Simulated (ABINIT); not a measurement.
Input of an ABINIT 10.8.3 (patched build) run:

The input run.abi:

```
# Pseudopotentials
pp_dirpath "./"
pseudos "Pb.LDA_PW-JTH.xml, Se.LDA_PW-JTH.xml"

# Structure
acell 4.3284127397 4.3284127397 4.3284127397 Angstrom
rprim
     0.0000000000     0.7071067812     0.7071067812
     0.7071067812     0.0000000000     0.7071067812
     0.7071067812     0.7071067812     0.0000000000
ntypat 2
znucl 82 34
natom 2
typat 1 2
xred
     0.0000000000     0.0000000000     0.0000000000
     0.5000000000     0.5000000000     0.5000000000

# Plane-wave basis
ecut 12.0
pawecutdg 24.0

# k points
kptopt 1
ngkpt 6 6 6
nshiftk 1
shiftk 0.0 0.0 0.0

# Exchange and correlation
ixc 7

# Bands and occupations
nband 14
occopt 3
tsmear 0.05 eV

# SCF cycle
nstep 100
tolvrs 1.0e-9

# Output
iomode 3
prtwf 0
prtden 0
prteig 0
prtebands 0
enunit 2
prtvol 2
```

Potentials or basis: JTH PAW LDA v2.0.

The run is started by

```bash
$ abinit run.abi > log 2>&1
```

**Question.** Predict the band gap on the k mesh.

**Answer.** 0.18 eV, direct.

Caveat: spin-orbit coupling is left out, which as a rule narrows the gap of such compounds by several tenths of an eV. A k mesh can miss the band edges.
